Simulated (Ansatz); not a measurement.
HgTe: levels along high-symmetry lines

```
Hg Te
1.0
     0.00000    3.22350    3.22350
     3.22350    0.00000    3.22350
     3.22350    3.22350    0.00000
Hg Te
1 1
Direct
  0.00000 0.00000 0.00000
  0.75000 0.75000 0.75000
```

Atoms are numbered in the order listed.

The cell is COD entry 1539232, as deposited and not checked against the literature; nothing was relaxed.

Spin–orbit coupling is left out, though it moves levels of the heavy atoms by tenths of an eV or more.

Computed with Ansatz 0.2.0, DFT, PBE, all-electron LAPW, scalar-relativistic.

Sampling and basis: a Γ-centred 9×9×9 k mesh, Fermi–Dirac smearing of 0.05 eV, basis error target 0.5 meV/atom, no spin polarisation.

Points in fractions of the reciprocal vectors of this cell: Γ (0, 0, 0), X (-0.5, -0.5, 0), U (-0.375, -0.375, 0.25), K (-0.375, 0, 0.375), L (0, 0, 0.5), W (-0.5, -0.25, 0.25). The path joins them by straight lines in the order Γ–X–U–K–Γ–L–W–X; legs that retrace an earlier one aren't tabulated. Energies are in eV from the Fermi level.

Q: Metal or insulator at this level of theory?

A: No gap opens: metallic or semimetallic.

Q: Tabulate bands 30 to 37, counted from the lowest band of the run, along the path.

A: 
```tsv
k (1/Å)	point	band 30	band 31	band 32	band 33	band 34	band 35	band 36	band 37
0.00	Γ	-6.92	-6.92	-0.76	-0.06	-0.06	-0.06	4.17	4.17
0.24		-6.93	-6.91	-1.99	-0.53	-0.53	1.11	3.48	4.79
0.49		-6.95	-6.89	-3.45	-1.40	-1.40	1.92	2.91	6.15
0.73		-6.86	-6.78	-4.77	-2.10	-2.10	1.87	2.64	7.37
0.97	X	-6.86	-6.45	-5.53	-2.37	-2.37	1.85	2.41	8.16
1.06		-6.86	-6.44	-5.54	-2.45	-2.34	1.91	2.52	7.95
1.15		-6.87	-6.41	-5.55	-2.64	-2.26	2.03	2.86	7.55
1.23		-6.88	-6.37	-5.57	-2.86	-2.14	2.12	3.39	7.18
1.32	U	-6.89	-6.37	-5.56	-3.01	-1.97	2.19	3.96	6.98
1.47		-6.91	-6.39	-5.53	-2.98	-2.05	2.50	4.25	6.00
1.62		-6.94	-6.40	-5.51	-2.90	-2.19	2.84	4.50	5.21
1.77		-6.91	-6.39	-5.53	-2.98	-2.05	2.50	4.25	6.00
1.92	K	-6.89	-6.37	-5.56	-3.01	-1.97	2.19	3.96	6.98
2.17		-6.93	-6.71	-5.03	-2.84	-1.32	2.19	4.66	5.87
2.43		-6.94	-6.89	-3.82	-1.86	-0.65	1.70	4.48	4.95
2.69		-6.93	-6.91	-2.18	-0.64	-0.20	0.91	3.95	4.37
2.95	Γ	-6.92	-6.92	-0.76	-0.06	-0.06	-0.06	4.17	4.17
3.16		-6.92	-6.92	-1.91	-0.24	-0.24	0.61	4.10	4.41
3.37		-6.92	-6.92	-3.45	-0.61	-0.61	0.82	4.81	4.81
3.58		-6.91	-6.91	-4.83	-0.94	-0.94	0.71	4.98	4.98
3.79	L	-6.90	-6.61	-5.60	-1.06	-1.06	0.65	4.99	4.99
3.97		-6.90	-6.59	-5.54	-1.70	-1.21	1.30	4.64	5.26
4.14		-6.91	-6.52	-5.46	-2.53	-1.62	2.21	4.36	5.56
4.31		-6.94	-6.40	-5.51	-2.90	-2.19	2.84	4.50	5.21
4.48	W	-6.96	-6.28	-5.62	-2.76	-2.64	3.08	4.57	5.24
4.60		-6.92	-6.31	-5.61	-2.71	-2.61	2.85	3.88	6.05
4.73		-6.88	-6.37	-5.57	-2.57	-2.51	2.39	3.12	7.08
4.85		-6.86	-6.43	-5.54	-2.43	-2.41	2.00	2.60	7.78
4.97	X	-6.86	-6.45	-5.53	-2.37	-2.37	1.85	2.41	8.16
```
